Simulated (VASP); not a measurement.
Write the native input for VASP 6.6.1 that does the following.

| Quantity | Value |
| --- | --- |
| Task | band structure |
| Functional | PBEsol |
| Potentials or basis | VASP PAW PBE potentials, release 64 (In_d, As) |
| Cutoff | 520 eV |
| k mesh | 10 × 10 × 10 |
| Occupations | gaussian, width 0.03 eV |
| Spin | no spin polarisation |
| Further INCAR settings | ALGO = Normal; EDIFF = 1e-06; NBANDS = 16 |

The structure of InAs lies in POSCAR:

```
InAs                                    
1.0
    0.0000000000      3.0454540627      3.0454540627
    3.0454540627      0.0000000000      3.0454540627
    3.0454540627      3.0454540627      0.0000000000
  In              As            
     1     1
Direct
     0.0000000000000000    0.0000000000000000    0.0000000000000000
     0.2500000000000000    0.2500000000000000    0.2500000000000000
```

One way to write it, as run:

INCAR

```
  PREC = Accurate
  ENCUT = 520
  EDIFF = 1E-6
  ISMEAR = 0
  SIGMA = 0.03
  LREAL = F
  LASPH = T
  NELM = 80
  ALGO = Normal
  ISIF = 2
  LWAVE = F
  LCHARG = F
  GGA = PS
  NBANDS = 16
  ICORELEVEL = 1
```

KPOINTS

```
regular mesh
0
Gamma
  10 10 10
```

KPOINTS_OPT

```
explicit points
209
Reciprocal
 0.0000000000  0.0000000000  0.0000000000 1
 0.0263157895  0.0000000000  0.0263157895 1
 0.0526315789  0.0000000000  0.0526315789 1
 0.0789473684  0.0000000000  0.0789473684 1
 0.1052631579  0.0000000000  0.1052631579 1
 0.1315789474  0.0000000000  0.1315789474 1
[... 201 lines left out ...]
 0.4250000000  0.0000000000  0.4250000000 1
 0.4500000000  0.0000000000  0.4500000000 1
```

Potentials or basis: VASP PAW PBE potentials, release 64 (In_d, As).

The run is started by

```bash
$ cat potpaw_PBE.64/In_d/POTCAR potpaw_PBE.64/As/POTCAR > POTCAR
$ mpirun -np 1 vasp_std > vasp.out
```

It gave:

```json
{
  "Pressure": "0.0 GPa",
  "Band gap along the path": "none (metal or under the smearing width)"
}
```

Caveat: the PAW data sets were made with another functional, which shifts forces and pressure a little; spin-orbit coupling is left out, which moves the levels of the heavy elements; this crystal is a semiconductor, whose small gap the functional closes, so the metal is an error of the method.

Run time: 65 s on 1 thread of Intel(R) Xeon(R) Platinum 8375C CPU @ 2.90GHz (Ice Lake) (shared host), peak memory 0.21 GiB.
